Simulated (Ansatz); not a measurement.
# KTaO3: the cost of one run

Method: DFT PBEsol, scalar-relativistic, plane waves, PAW, in Ansatz 0.2.0.

That is the level of the relaxation; later steps name their own.

### 1 The structure to begin with

Symmetry: Pm-3m, No. 221, cubic system. The conventional cell has a = 3.988 Å, b = 3.988 Å, c = 3.988 Å, α = 90.00°, β = 90.00°, γ = 90.00°. Around K (site symmetry m-3m) lie 12 O at 2.82 Å. Around Ta (site symmetry m-3m) lie 6 O at 1.99 Å. O (site symmetry 4/mmm) is surrounded by 2 Ta at 1.99 Å and 4 K at 2.82 Å.

Structure file:

```cif
data_structure
_symmetry_space_group_name_H-M 'Pm-3m'
_symmetry_Int_Tables_number 221
_cell_length_a 3.9883
_cell_length_b 3.9883
_cell_length_c 3.9883
_cell_angle_alpha 90.000
_cell_angle_beta 90.000
_cell_angle_gamma 90.000
_cell_volume 63.44
loop_
_atom_site_label
_atom_site_type_symbol
_atom_site_symmetry_multiplicity
_atom_site_Wyckoff_symbol
_atom_site_fract_x
_atom_site_fract_y
_atom_site_fract_z
_atom_site_occupancy
K1 K 1 b 0.50000 0.50000 0.50000 1
Ta1 Ta 1 a 0.00000 0.00000 0.00000 1
O1 O 3 d 0.50000 0.00000 0.00000 1
```

Source of the structure: the Crystallography Open Database.

(A quick probe on a coarse mesh, which set the mesh and smearing, is not shown.)

### 3 Full relaxation

Input file input.yaml:

```yaml
crystal:
  lattice:
    - [3.9883, 0.0, 0.0]
    - [0.0, 3.9883, 0.0]
    - [0.0, 0.0, 3.9883]
  atoms:
    - { symbol: K, position: [0.5, 0.5, 0.5] }
    - { symbol: Ta, position: [0.0, 0.0, 0.0] }
    - { symbol: O, position: [0.5, 0.0, 0.0] }
    - { symbol: O, position: [0.0, 0.5, 0.0] }
    - { symbol: O, position: [0.0, 0.0, 0.5] }
basis:
  ecutwfc: 420
kpoints:
  mp_grid: { grid: [8, 8, 8] }
hamiltonian:
  xc: pbesol
scf:
  occupations: { method: gaussian, width: 0.02 }
output:
  forces: true
  stress: true
  eigenvalues: true
relax:
  adjacent_minimum: "off"
  f_tol: 0.005
  max_steps: 80
  cell: { stress_tol: 0.05 }
```

Launch:

```bash
$ ansatz run input.yaml --threads 2 --pin off --max-ram 5120MiB --backend cpu --events-out ev --progress --plain --runs-dir out
```

Q: Estimate wall time and peak memory on 2 threads of AMD EPYC 9R45 (Zen 5), shared host.

About 2.4 s, with a peak of 0.45 GiB.
